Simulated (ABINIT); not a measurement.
I:

```
I
1.0
     3.63503   -2.39502    0.00000
     3.63503    2.39502    0.00000
     0.00000    0.00000    9.79344
I
4
Direct
  0.64930 0.35070 0.38440
  0.14930 0.85070 0.11560
  0.35070 0.64930 0.61560
  0.85070 0.14930 0.88440
```

Base run:

```yaml
Program: ABINIT 10.8.3 (patched build)
Functional: PW91
Potentials_or_basis: JTH PAW PBE v2.0
Cutoff: 408 eV
k_mesh: 7 × 7 × 3
Occupations: fermi-dirac, width 0.05 eV
Spin: no spin polarisation
```

Its results: band gap on the k mesh 1.29 eV, indirect (least direct gap 1.38 eV); pressure 1.9 GPa; largest force 1.033 eV/Å.

Task: After a change of settings the same cell gave: band gap on the k mesh 1.25 eV, indirect (least direct gap 1.33 eV); pressure 0.3 GPa; largest force 0.972 eV/Å. Which change was it?
A. functional from PW91 to LDA; potentials or basis from JTH PAW PBE v2.0 to JTH PAW LDA v2.0
B. functional from PW91 to LDA-PZ; potentials or basis from JTH PAW PBE v2.0 to JTH PAW LDA v2.0
C. functional from PW91 to WC
D. functional from PW91 to PBE; k mesh from 7 × 7 × 3 to 6 × 6 × 2

Result: C.

WC binds more tightly than PW91, so the same cell stands under less pressure.

Caveats: the PAW data sets were made with another functional, which shifts forces and pressure a little; spin-orbit coupling is left out, which moves the levels of the heavy elements.
